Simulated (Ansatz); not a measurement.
HfO$_{2}$ (Fm-3m), clamped-ion strain scan

All numbers below come from DFT PBE, scalar-relativistic, plane waves, PAW (Ansatz 0.2.0). Settings: plane waves to 420 eV, k-mesh 8×8×8 (Γ-centred), Gaussian smearing 0.05 eV. Spin–orbit coupling is left out, which can shift energies with elements as heavy as these. No spin polarisation. Energies are free energies at this smearing, counted from the undisturbed cell; pressure is positive in compression.

The undisturbed cell (as given, not relaxed at this level; it stands at -2.5 GPa; this fluorite-type form isn't the usual structure):

```xyz
3
Lattice="0.0000 2.5575 2.5575 2.5575 0.0000 2.5575 2.5575 2.5575 0.0000" Properties=species:S:1:pos:R:3 pbc="T T T"
Hf    0.0000    0.0000    0.0000
O     1.2788    1.2788    1.2788
O     3.8363    3.8363    3.8363
```

The cell is strained by ε times the Voigt pattern (1, 0, 0, 0, 0, 0) (xx, yy, zz, yz, xz, xy; engineering shear) with fractional coordinates fixed.

```
      ε  ΔE (meV/atom)
-0.1500          509.0
-0.1125          261.1
-0.0750          103.9
-0.0375           21.0
 0.0000            0.0
 0.0375           31.1
 0.0750          106.9
 0.1125          221.2
 0.1312          290.9
 0.1500          368.8
```

(1) Predict the pressure (GPa) at each point.

Results:

(1)
```tsv
ε	pressure (GPa)
-0.1500	53.2
-0.1125	34.5
-0.0750	19.5
-0.0375	7.4
0.0000	-2.5
0.0375	-10.4
0.0750	-16.9
0.1125	-22.0
0.1312	-24.2
0.1500	-26.1
```